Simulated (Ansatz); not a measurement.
InSb

**The experiment.** The Crystallography Open Database holds a cell as deposited of cubic InSb (space group F-43m), temperature not stated (1965): a = 6.470 Å, 33.85 Å³/atom.

Method: PBE, scalar-relativistic; no spin polarisation; PAW, 420 eV, 10×10×10 k-mesh, Gaussian smearing of 0.05 eV; code Ansatz; PAW files: Ansatz's generated set soft_2.

```cif
data_structure
_symmetry_space_group_name_H-M 'P 1'
_symmetry_Int_Tables_number 1
_cell_length_a 4.6913
_cell_length_b 4.6913
_cell_length_c 4.6913
_cell_angle_alpha 60.000
_cell_angle_beta 60.000
_cell_angle_gamma 60.000
_cell_volume 73.01
loop_
_atom_site_label
_atom_site_type_symbol
_atom_site_fract_x
_atom_site_fract_y
_atom_site_fract_z
_atom_site_occupancy
In1 In 0.00000 0.00000 0.00000 1
Sb1 Sb 0.75000 0.75000 0.75000 1
```

The chain of runs began from a cell as deposited in COD, expanded in volume.

The cell above was scaled in volume, its shape and atoms being fixed by the lattice's symmetry. Energies are counted from the cell above.

The cell is relaxed to zero pressure at this level.

```
V (Å³/atom)  ΔE (meV/atom)  P (GPa)
      35.04            7.4     1.67
      35.77            1.8     0.79
      36.50            0.0     0.01
      37.23              ?        ?
      37.96            6.1    -1.30
```

(1) Fill in the withheld row.

(2) What do the points give for the equilibrium volume, the bulk modulus and its pressure derivative (third-order Birch–Murnaghan)?

Answers:

(1) ΔE (meV/atom): 1.6, P (GPa): -0.68.

(2) V0 = 36.51 Å³/atom, B0 = 37 GPa, B0′ = 4.9.

B0·V0 = 36.7 GPa × 36.51 Å³ = 8.37 eV/atom sets the scale: near the minimum ΔE ≈ ½ B0 V0 x², with x = V/V0 − 1, and a pressure of 0.4 GPa squeezes the volume by about 1 %. At the ends of the curve: x = −4.0 % predicts 6.8 meV/atom and the run gives 7.4; x = +4.0 % predicts 6.6 meV/atom and the run gives 6.1. Compression costs more and expansion less than the parabola says, since the crystal stiffens as it shrinks; B0′ measures that.

**Comparison.** The computed cell (6.635 Å, 36.50 Å³/atom) differs from the database's by +7.8 % in volume, about +2.5 % in length. PBE usually overestimates volumes, but by less than this. The static lattice also lacks zero-point motion and thermal expansion, roughly 0.9 to 2.3 % in volume at 300 K (room temperature assumed) by Grüneisen's rule, γ·3k_BT/(B0·V0) with γ of 1 to 2.5, so its own overestimate is larger than the figure. The database's entry may also be off.

No spin–orbit coupling, a notable omission for heavy elements. At this volume the filled and empty bands only touch, so this is a zero-gap semimetal rather than a metal, and a semilocal functional can cause such a touching.
